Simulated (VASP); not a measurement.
# Tl (Im-3m) in VASP: further runs, part 2 of 2

VASP 6.6.1.

## 3. Density of states, vdW-DF

The input, POSCAR:

```
Tl
1.0
   -1.9559951735      1.9559951735      1.9559951735
    1.9559951735     -1.9559951735      1.9559951735
    1.9559951735      1.9559951735     -1.9559951735
Tl
1
Cartesian
    0.0000000000      0.0000000000      0.0000000000
```

The input, INCAR.step1:

```
SYSTEM = Tl
PREC = Accurate
ENCUT = 520
EDIFF = 1E-7
ISMEAR = 1
SIGMA = 0.2
LREAL = Auto
LASPH = .True.
NELM = 80
ALGO = Fast
ISIF = 2
LWAVE = .False.
LCHARG = .True.
GGA = RE
LUSE_VDW = .True.
AGGAC = 0.0
NBANDS = 12
```

The input, KPOINTS.step1:

```
Automatic mesh
0
Gamma
  8 8 8
  0 0 0
```

The input, INCAR.step2:

```
SYSTEM = Tl
PREC = Accurate
ENCUT = 520
EDIFF = 1E-7
ISMEAR = -5
SIGMA = 0.2
LREAL = Auto
LASPH = .True.
NELM = 80
ALGO = Fast
ISIF = 2
LWAVE = .False.
LCHARG = .False.
GGA = RE
LUSE_VDW = .True.
AGGAC = 0.0
LORBIT = 11
NBANDS = 12
NEDOS = 1001
ICHARG = 11
```

The input, KPOINTS.step2:

```
Automatic mesh
0
Gamma
  12 12 12
  0 0 0
```

Potentials or basis: VASP PAW PBE potentials, release 64 (Tl_d).

Run with:

```sh
cat potpaw_PBE.64/Tl_d/POTCAR > POTCAR
cp INCAR.step1 INCAR
cp KPOINTS.step1 KPOINTS
mpirun -np 1 vasp_std > vasp.out
cp INCAR.step2 INCAR
cp KPOINTS.step2 KPOINTS
mpirun -np 1 vasp_std > vasp.out
```

OUTCAR:

```text
SYSTEM = Tl
   PREC = Accurate
   ENCUT = 520
   EDIFF = 1E-7
   ISMEAR = -5
   LREAL = Auto
   LASPH = .True.
   NELM = 80
   ISIF = 2
   GGA = RE
   LORBIT = 11
   ICHARG = 11

 ion  position               nearest neighbor table
   1  0.000  0.000  0.000-

  LATTYP: Found a body centered cubic cell.
 ALAT       =     3.9119903470

  Lattice vectors:

 A1 = (  -1.9559951735,   1.9559951735,   1.9559951735)
 A2 = (   1.9559951735,  -1.9559951735,   1.9559951735)
 A3 = (   1.9559951735,   1.9559951735,  -1.9559951735)

Analysis of symmetry for initial positions (statically):
=====================================================================
 Subroutine PRICEL returns:
 Original cell was already a primitive cell.

 Routine SETGRP: Setting up the symmetry group for a
 body centered cubic supercell.

 Subroutine GETGRP returns: Found 48 space group operations
 (whereof 48 operations were pure point group operations)
 out of a pool of 48 trial point group operations.

The static configuration has the point symmetry O_h .

[... 784 lines left out ...]
 k-point    40 :      -0.4167    0.5000    0.0833
  band No.  band energies     occupation
      1      -5.5961      2.00000
      2      -5.5308      2.00000
      3      -5.2251      2.00000
      4      -5.1797      2.00000
      5      -4.9171      2.00000
      6       1.0744      2.00000
      7       4.5565      2.04395
      8       9.9538      0.00000
      9      12.9357      0.00000
     10      17.0574      0.00000
     11      19.2094      0.00000
     12      19.7770      0.00000

 [... further k-points ...]

------------------------ aborting loop because EDIFF is reached ----------------------------------------

 total charge

# of ion       s       p       d       tot
------------------------------------------
    1        1.202   0.384   9.638  11.224

  FORCE on cell =-STRESS in cart. coord.  units (eV):
  Direction    XX          YY          ZZ          XY          YZ          ZX
  --------------------------------------------------------------------------------------
  -------------------------------------------------------------------------------------
  Total        0.7001742      0.7001742      0.7001742     -0.0000000     -0.0000000     -0.0000000
  in kB       37.4760133     37.4760133     37.4760133     -0.0000000     -0.0000000     -0.0000000
  external PRESSURE =      37.4760133 kB  Pullay stress =       0.0000000 kB

 VOLUME and BASIS-vectors are now :
 -----------------------------------------------------------------------------
  energy-cutoff  :      520.00
  volume of cell :       29.93
      direct lattice vectors                 reciprocal lattice vectors
    -1.955995174  1.955995174  1.955995174     0.000000000  0.255624353  0.255624353
     1.955995174 -1.955995174  1.955995174     0.255624353  0.000000000  0.255624353
     1.955995174  1.955995174 -1.955995174     0.255624353  0.255624353  0.000000000

 POSITION                                       TOTAL-FORCE (eV/Angst)
 -----------------------------------------------------------------------------------
      0.00000      0.00000      0.00000         0.000000      0.000000      0.000000
 -----------------------------------------------------------------------------------
    total drift:                               -0.000000     -0.000000     -0.000000

  FREE ENERGIE OF THE ION-ELECTRON SYSTEM (eV)
  ---------------------------------------------------
  free  energy   TOTEN  =         1.3605330272 eV

  energy  without entropy=        1.3605330272  energy(sigma->0) =        1.36053303

Total vdW correction in eV:      2.4079079

 total charge

# of ion       s       p       d       tot
------------------------------------------
    1        1.202   0.384   9.638  11.224
```

OUTCAR.step1:

```text
SYSTEM = Tl
   PREC = Accurate
   ENCUT = 520
   EDIFF = 1E-7
   ISMEAR = 1
   LREAL = Auto
   LASPH = .True.
   NELM = 80
[... 659 lines left out ...]
      0.00000      0.00000      0.00000        -0.000000      0.000000      0.000000
 -----------------------------------------------------------------------------------
    total drift:                               -0.000000     -0.000000     -0.000000

  FREE ENERGIE OF THE ION-ELECTRON SYSTEM (eV)
  ---------------------------------------------------
  free  energy   TOTEN  =         1.3787579035 eV

  energy  without entropy=        1.3849370073  energy(sigma->0) =        1.38081760

Total vdW correction in eV:      2.4079079
```

OSZICAR.step1:

```text
N       E                     dE             d eps       ncg     rms          rms(c)
DAV:   1     0.556750875111E+02    0.55675E+02   -0.67633E+03   712   0.947E+02
DAV:   2     0.198238765502E+01   -0.53693E+02   -0.52748E+02   800   0.216E+02
DAV:   3     0.136656598445E+01   -0.61582E+00   -0.61533E+00   832   0.210E+01
DAV:   4     0.136340405231E+01   -0.31619E-02   -0.31618E-02   796   0.171E+00
DAV:   5     0.136336022197E+01   -0.43830E-04   -0.43830E-04   812   0.195E-01    0.186E+00
RMM:   6     0.137598869434E+01    0.12628E-01   -0.14983E-02   703   0.993E-01    0.126E+00
RMM:   7     0.137857374553E+01    0.25851E-02   -0.82436E-03   721   0.806E-01    0.449E-01
RMM:   8     0.137875752101E+01    0.18378E-03   -0.79114E-04   758   0.240E-01    0.378E-02
RMM:   9     0.137875874404E+01    0.12230E-05   -0.75412E-05   772   0.809E-02    0.215E-02
RMM:  10     0.137875804601E+01   -0.69803E-06   -0.16068E-05   772   0.381E-02    0.123E-03
RMM:  11     0.137875783954E+01   -0.20647E-06   -0.35620E-06   783   0.155E-02    0.925E-04
RMM:  12     0.137875795590E+01    0.11636E-06   -0.50958E-07   590   0.549E-03    0.440E-04
RMM:  13     0.137875790353E+01   -0.52370E-07   -0.20016E-07   518   0.290E-03
   1 F= 0.13787579E+01 E0= 0.13808176E+01  d E =-.617910E-02
```

Run time: 2.4 min. Hardware: 1 thread of Intel Xeon Platinum 8488C (Sapphire Rapids), shared host; peak memory 0.32 GiB.

What came out:

| Item | Value |
| --- | --- |
| Valence electrons inside the program's atomic spheres | Tl 11.22 |

States per cell in windows of 0.5 eV (zero at the Fermi level; states under -8 eV left out):
```tsv
from (eV)	total	Tl1_p	Tl1_s	Tl1_d
-8.0	0.12	0.00	0.06	0.00
-7.5	0.15	0.01	0.07	0.00
-7.0	0.16	0.01	0.08	0.00
-6.5	0.20	0.01	0.10	0.01
-6.0	0.24	0.01	0.13	0.01
-5.5	0.38	0.01	0.23	0.01
-5.0	0.30	0.01	0.19	0.01
-4.5	0.10	0.00	0.06	0.00
-4.0	0.06	0.00	0.04	0.00
-3.5	0.03	0.00	0.02	0.00
-3.0	0.01	0.00	0.01	0.00
-2.5	0.03	0.01	0.00	0.00
-2.0	0.13	0.04	0.01	0.00
-1.5	0.21	0.06	0.01	0.00
-1.0	0.37	0.12	0.02	0.01
-0.5	0.27	0.08	0.02	0.01
0.0	0.22	0.07	0.02	0.01
0.5	0.24	0.08	0.02	0.01
1.0	0.26	0.09	0.02	0.01
1.5	0.28	0.10	0.02	0.01
2.0	0.29	0.10	0.02	0.01
2.5	0.28	0.10	0.01	0.01
3.0	0.30	0.11	0.01	0.01
3.5	0.29	0.11	0.01	0.01
4.0	0.32	0.12	0.01	0.02
4.5	0.31	0.12	0.01	0.01
5.0	0.33	0.13	0.01	0.02
5.5	0.31	0.12	0.01	0.01
6.0	0.40	0.16	0.01	0.02
6.5	0.52	0.21	0.01	0.02
7.0	0.36	0.14	0.01	0.02
7.5	0.20	0.07	0.00	0.02
```

Caveat: the PAW data sets were made with another functional, which shifts forces and pressure a little; tetrahedron occupations give inexact forces and stress in metals. The run has no spin-orbit coupling, so splittings on Tl are missing.

## 4. Phonons, LDA, collinear spin, ferromagnetic start

Changes to POSCAR since step 3:

```diff
@@ -7,3 +7,3 @@
 1
-Cartesian
+Direct
     0.0000000000      0.0000000000      0.0000000000
```

The input, INCAR.step1:

```
ALGO = Normal
EDIFF = 1E-8
EDIFFG = -0.002
ENCUT = 600
IBRION = 2
ISIF = 3
ISMEAR = 1
ISPIN = 2
LASPH = True
LCHARG = False
LORBIT = 11
LREAL = False
LWAVE = False
MAGMOM = 0.5
NELM = 100
NSW = 40
PREC = Accurate
SIGMA = 0.2
```

The input, INCAR.step2:

```
ALGO = Normal
EDIFF = 1E-8
ENCUT = 600
IBRION = 6
ISIF = 2
ISMEAR = 1
ISPIN = 2
LASPH = True
LCHARG = False
LORBIT = 11
LREAL = False
LWAVE = False
MAGMOM = 0.5
NELM = 100
NFREE = 2
NSW = 1
POTIM = 0.015
PREC = Accurate
SIGMA = 0.2
```

The input, KPOINTS:

```
k-points
0
Gamma
  7 7 7
```

Potentials or basis: VASP PAW LDA potentials, release 54 (Tl_d).

Run with:

```sh
cat potpaw_LDA.54/Tl_d/POTCAR > POTCAR
cp INCAR.step1 INCAR
mpirun -np 1 vasp_std > vasp.out
cp CONTCAR POSCAR
cp INCAR.step2 INCAR
mpirun -np 1 vasp_std > vasp.out
```

OUTCAR:

```text
EDIFF = 1E-8
   ENCUT = 600
   IBRION = 6
   ISIF = 2
   ISMEAR = 1
   ISPIN = 2
   LASPH = True
   LORBIT = 11
   LREAL = False
   NELM = 100
   NFREE = 2
   NSW = 1
   POTIM = 0.015
   PREC = Accurate

 ion  position               nearest neighbor table
   1  0.000  0.000  0.000-

  LATTYP: Found a body centered cubic cell.
 ALAT       =     3.7903229452

  Lattice vectors:

 A1 = (  -1.8951614726,   1.8951614726,   1.8951614726)
 A2 = (   1.8951614726,  -1.8951614726,   1.8951614726)
 A3 = (   1.8951614726,   1.8951614726,  -1.8951614726)

Analysis of symmetry for initial positions (statically):
=====================================================================
 Subroutine PRICEL returns:
 Original cell was already a primitive cell.

 Routine SETGRP: Setting up the symmetry group for a
 body centered cubic supercell.

 Subroutine GETGRP returns: Found 48 space group operations
 (whereof 48 operations were pure point group operations)
[... 768 lines left out ...]
     -0.01500      0.00000      0.00000        -0.000000     -0.000000      0.000000
 -----------------------------------------------------------------------------------
    total drift:                               -0.000006      0.000000      0.000000

  FREE ENERGIE OF THE ION-ELECTRON SYSTEM (eV)
  ---------------------------------------------------
  free  energy   TOTEN  =        -2.8886403303 eV

  energy  without entropy=       -2.8920156400  energy(sigma->0) =       -2.88976543

 INTERNAL STRAIN TENSORS FROM DISPLACED ATOMS

 INTERNAL STRAIN TENSOR FOR ION    1 for displacements in x,y,z  (eV/Angst):
          X           Y           Z          XY          YZ          ZX
  --------------------------------------------------------------------------------
  x     0.00000     0.00000     0.00000     0.00000     0.00000     0.00000
  y     0.00000     0.00000     0.00000     0.00000     0.00000     0.00000
  z     0.00000     0.00000     0.00000     0.00000     0.00000     0.00000

 Eigenvectors and eigenvalues of the dynamical matrix
 ----------------------------------------------------

   1 f/i=    0.000000 THz     0.000000 2PiTHz    0.000000 cm-1     0.000000 meV
             X         Y         Z           dx          dy          dz
      0.000000  0.000000  0.000000     0.894427   -0.447214    0.000000

   2 f/i=    0.000000 THz     0.000000 2PiTHz    0.000000 cm-1     0.000000 meV
             X         Y         Z           dx          dy          dz
      0.000000  0.000000  0.000000    -0.447214   -0.894427    0.000000

   3 f/i=    0.000000 THz     0.000000 2PiTHz    0.000000 cm-1     0.000000 meV
             X         Y         Z           dx          dy          dz
      0.000000  0.000000  0.000000     0.000000    0.000000    1.000000

 ELASTIC MODULI CONTR FROM IONIC RELAXATION (kBar)
 Direction    XX          YY          ZZ          XY          YZ          ZX
 --------------------------------------------------------------------------------
 XX           0.0000      0.0000      0.0000      0.0000      0.0000      0.0000
 YY           0.0000      0.0000      0.0000      0.0000      0.0000      0.0000
 ZZ           0.0000      0.0000      0.0000      0.0000      0.0000      0.0000
 XY           0.0000      0.0000      0.0000      0.0000      0.0000      0.0000
 YZ           0.0000      0.0000      0.0000      0.0000      0.0000      0.0000
 ZX           0.0000      0.0000      0.0000      0.0000      0.0000      0.0000
 --------------------------------------------------------------------------------

 total charge

# of ion       s       p       d       tot
------------------------------------------
    1        1.175   0.423   9.637  11.235

 magnetization (x)

# of ion       s       p       d       tot
------------------------------------------
    1       -0.000   0.000   0.000   0.000
```

OUTCAR.step1:

```text
EDIFF = 1E-8
   EDIFFG = -0.002
   ENCUT = 600
   IBRION = 2
   ISIF = 3
   ISMEAR = 1
   ISPIN = 2
   LASPH = True
   LORBIT = 11
   LREAL = False
   NELM = 100
[... 807 lines left out ...]

  FREE ENERGIE OF THE ION-ELECTRON SYSTEM (eV)
  ---------------------------------------------------
  free  energy   TOTEN  =        -2.8888651601 eV

  energy  without entropy=       -2.8922404333  energy(sigma->0) =       -2.88999025

 reached required accuracy - stopping structural energy minimisation

 total charge

# of ion       s       p       d       tot
------------------------------------------
    1        1.175   0.423   9.637  11.235

 magnetization (x)

# of ion       s       p       d       tot
------------------------------------------
    1        0.000  -0.000  -0.000   0.000
```

Wall time 60 s (1 thread of Intel Xeon Platinum 8488C (Sapphire Rapids), shared host); peak memory 0.16 GiB.

What came out:

| Item | Value |
| --- | --- |
| Relaxed volume | 27.23 Å³/atom |
| Relaxed cell | a = 3.283 Å, b = 3.283 Å, c = 3.283 Å, α = 109.47°, β = 109.47°, γ = 109.47° |
| Space group after relaxing (to 0.05 Å) | Im-3m (No. 229) |
| Net moment | 0.00 μB per cell |
| Valence electrons inside the program's atomic spheres | Tl 11.23 |

The path:
| step | energy change (eV) | largest force (eV/Å) | pressure (GPa) | volume (Å³) |
| --- | --- | --- | --- | --- |
| 1 | 0.0000 | 0.0000 | -3.15 | 29.93 |
| 2 | -0.0295 | 0.0000 | -0.36 | 27.45 |
| 3 | -0.0297 | 0.0000 | -0.01 | 27.23 |
| 4 | -0.0297 | 0.0000 | 0.07 | 27.18 |
| 5 | -0.0297 | 0.0000 | -0.01 | 27.23 |

Final structure:
```cif
data_structure
_symmetry_space_group_name_H-M 'P 1'
_symmetry_Int_Tables_number 1
_cell_length_a 3.2825
_cell_length_b 3.2825
_cell_length_c 3.2825
_cell_angle_alpha 109.471
_cell_angle_beta 109.471
_cell_angle_gamma 109.471
_cell_volume 27.23
loop_
_atom_site_label
_atom_site_type_symbol
_atom_site_fract_x
_atom_site_fract_y
_atom_site_fract_z
_atom_site_occupancy
Tl1 Tl 0.00000 0.00000 0.00000 1
```

The run has no spin-orbit coupling, so splittings on Tl are missing.

## 5. Band structure, r2SCAN0

POSCAR is that of step 4.

The input, INCAR.step1:

```
SYSTEM = Tl
PREC = Accurate ; ENCUT = 520
EDIFF = 1E-5 ; ISMEAR = -1
SIGMA = 0.02 ; LREAL = .False.
LASPH = .True. ; NELM = 60
ALGO = Normal ; ISIF = 2
LWAVE = .True. ; LCHARG = .False.
NBANDS = 12 ; GGA = PE
```

The input, INCAR.step2:

```
SYSTEM = Tl
PREC = Accurate ; ENCUT = 520
EDIFF = 1E-7 ; ISMEAR = -1
SIGMA = 0.02 ; LREAL = .False.
LASPH = .True. ; NELM = 60
ALGO = Normal ; ISIF = 2
LWAVE = .False. ; LCHARG = .False.
METAGGA = R2SCAN ; LHFCALC = .True.
AEXX = 0.25 ; LMIXTAU = .True.
PRECFOCK = Fast ; NBANDS = 12
ISTART = 1
```

The input, KPOINTS:

```
regular mesh
0
Gamma
  5 5 5
  0 0 0
```

The input, KPOINTS_OPT:

```
path GHNGPH,PN
10
line-mode
reciprocal
 0.0000000000  0.0000000000  0.0000000000  G
 0.5000000000 -0.5000000000  0.5000000000  H

 0.5000000000 -0.5000000000  0.5000000000  H
 0.0000000000  0.0000000000  0.5000000000  N

 0.0000000000  0.0000000000  0.5000000000  N
 0.0000000000  0.0000000000  0.0000000000  G

 0.0000000000  0.0000000000  0.0000000000  G
 0.2500000000  0.2500000000  0.2500000000  P

 0.2500000000  0.2500000000  0.2500000000  P
 0.5000000000 -0.5000000000  0.5000000000  H

 0.2500000000  0.2500000000  0.2500000000  P
 0.0000000000  0.0000000000  0.5000000000  N
```

Potentials or basis: VASP PAW PBE potentials, release 64 (Tl_d).

Run with:

```sh
cat potpaw_PBE.64/Tl_d/POTCAR > POTCAR
cp INCAR.step1 INCAR
mpirun -np 1 vasp_std > vasp.out
cp INCAR.step2 INCAR
mpirun -np 1 vasp_std > vasp.out
```

It took 5.8 min on 1 thread of Intel Xeon Platinum 8488C (Sapphire Rapids), shared host; peak memory 0.18 GiB.

It converged, with:

```
Free energy : -41.3374 eV
Pressure    : 0.6 GPa
```

Levels at the corners of the path, in eV from the Fermi level:
| point | band 3 | band 4 | band 5 | band 6 | band 7 | band 8 | band 9 | band 10 |
| --- | --- | --- | --- | --- | --- | --- | --- | --- |
| Γ | -13.91 | -13.49 | -13.49 | -11.42 | 12.06 | 12.06 | 12.06 | 14.05 |
| H | -12.91 | -12.91 | -12.91 | -1.67 | 2.27 | 2.27 | 2.27 | 7.67 |
| H | -12.91 | -12.91 | -12.91 | -1.67 | 2.27 | 2.27 | 2.27 | 7.67 |
| N | -13.24 | -13.22 | -12.94 | -5.71 | -2.84 | 6.94 | 8.45 | 11.40 |
| N | -13.24 | -13.22 | -12.94 | -5.71 | -2.84 | 6.94 | 8.45 | 11.40 |
| Γ | -13.91 | -13.49 | -13.49 | -11.42 | 12.06 | 12.06 | 12.06 | 14.05 |
| Γ | -13.91 | -13.49 | -13.49 | -11.42 | 12.06 | 12.06 | 12.06 | 14.05 |
| P | -13.46 | -13.16 | -13.16 | -4.72 | 1.31 | 1.31 | 1.31 | 20.75 |
| P | -13.46 | -13.16 | -13.16 | -4.72 | 1.31 | 1.31 | 1.31 | 20.75 |
| H | -12.91 | -12.91 | -12.91 | -1.67 | 2.27 | 2.27 | 2.27 | 7.67 |
| P | -13.46 | -13.16 | -13.16 | -4.72 | 1.31 | 1.31 | 1.31 | 20.75 |
| N | -13.24 | -13.22 | -12.94 | -5.71 | -2.84 | 6.94 | 8.45 | 11.40 |

Caveat: the k mesh is coarse (spacing up to 0.45 Å⁻¹), so the values aren't converged, least of all with exact exchange; an unscreened hybrid on a path of extra k points without a Coulomb cutoff has errors near the mesh points, so the bands along the path aren't reliable; the PAW data sets were made with another functional, which shifts forces and pressure a little; spin-orbit coupling is left out, which moves the levels of the heavy elements.
